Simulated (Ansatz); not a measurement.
# NbC (Fm-3m): phonon calculation by linear response in Python

What are the phonon frequencies of NbC (Fm-3m)? Aim: a phonon calculation by linear response, for NbC (Fm-3m), run from a script.

Computed with the Python package of Ansatz 0.2.0. Level of theory: DFT PBEsol, plane waves, PAW.

## 1. The system

The structure is cubic, space group Fm-3m (No. 225). The conventional cell has a = 4.469 Å, b = 4.469 Å, c = 4.469 Å, α = 90.00°, β = 90.00°, γ = 90.00°. Nb (site symmetry m-3m) is surrounded by 6 C at 2.23 Å. C (site symmetry m-3m) is surrounded by 6 Nb at 2.23 Å.

The script holds or builds the structure itself.

## 2. The script

File nbc_dfpt.py:

```python
"""DFPT phonons of NbC."""

from dataclasses import dataclass
from pathlib import Path
import logging
import sys
import warnings

import ansatz as az
import numpy as np

logging.basicConfig(stream=sys.stdout, format="[%(levelname)s] %(message)s")
log = logging.getLogger("run")
log.setLevel(logging.INFO)


@dataclass
class Options:
    functional: str = "pbesol"
    smearing: str = "cold"
    sigma: float = 0.1
    kgrid: tuple[int, ...] = (14, 14, 14)


cfg = Options()

warnings.simplefilter("ignore", az.DeckWarning)

structure = (
    az.Lattice.of((0.0, 2.23455, 2.23455), (2.23455, 0.0, 2.23455), (2.23455, 2.23455, 0.0))
    .atom("Nb", (0.0, 0.0, 0.0))
    .atom("C", (0.5, 0.5, 0.5))
)

calc = (
    structure.calculation()
    .functional(cfg.functional)
    .occupations(cfg.smearing, width=cfg.sigma)
    .kpoints(*cfg.kgrid)
    .phonons("dfpt", points=[(0, 0, 0), (0.5, 0, 0.5), (0.5, 0.5, 0)])
)
result = calc.run(threads=1, backend="cpu", runs_dir="runs")
ph = result.phonons

for q in ph.qpoints:
    thz = np.asarray(q.omega_inv_cm) / 33.35641
    print("q = ({:.2f}, {:.2f}, {:.2f})".format(*q.q_frac), np.round(thz, 2) + 0.0, "THz")
```

## 3. Launch

Command:

```bash
$ python nbc_dfpt.py
```

Without the output at hand: what should come out? Wanted: free energy; gap on the mesh; highest frequency.

**Answer**, as computed:

| quantity | value |
| --- | --- |
| free energy | -4743.3833 eV (-2371.6916 eV/atom) |
| gap on the mesh | none |
| highest frequency | 578 cm⁻¹ |
| imaginary modes at these points | none |

In words: All modes computed here are real. The highest lies at 578 cm⁻¹ (17.3 THz). Filled and empty levels meet on the mesh: no gap at this level. Spin is left out of this run. The cell isn't relaxed first, so the values belong to this volume. The structure is taken as given; imaginary modes can come from an unrelaxed or unstable start. Phonons of metals also depend on mesh and smearing.
